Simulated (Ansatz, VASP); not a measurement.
Pt: VASP beside Ansatz

```
Pt
1.0
     0.00000    1.93167    1.93167
     1.93167    0.00000    1.93167
     1.93167    1.93167    0.00000
Pt
1
Direct
  0.00000 0.00000 0.00000
```

Change from the starting cell: volume scaled by 0.9405, PAW files.

Alike in both runs: task electric field gradients; functional LDA; k mesh 16 × 16 × 16; occupations fermi-dirac, width 0.05 eV; no spin polarisation.

|  | VASP | Ansatz |
| --- | --- | --- |
| version | VASP 6.6.1 | Ansatz 0.2.0 |
| potentials or method | VASP PAW LDA potentials, release 64 (Pt) | PAW with Ansatz's default frozen-core files, scalar-relativistic |
| plane-wave cutoff (eV) | 520 | 420 |
| valence electrons in the cell | 10 | 18 |

Ansatz gave:

* pressure (GPa): 7.7
* Vzz of the field gradient on the site that differs most (V/Å²): 0.0

Estimate VASP's values.

pressure (GPa): 8.6; Vzz of the field gradient on the site that differs most (V/Å²): 0.0.

The two sets of potentials don't hold the same shells in valence. Ansatz warned: «gradients_without_spin_orbit».

The runs have no spin-orbit coupling, so splittings on Pt are missing.
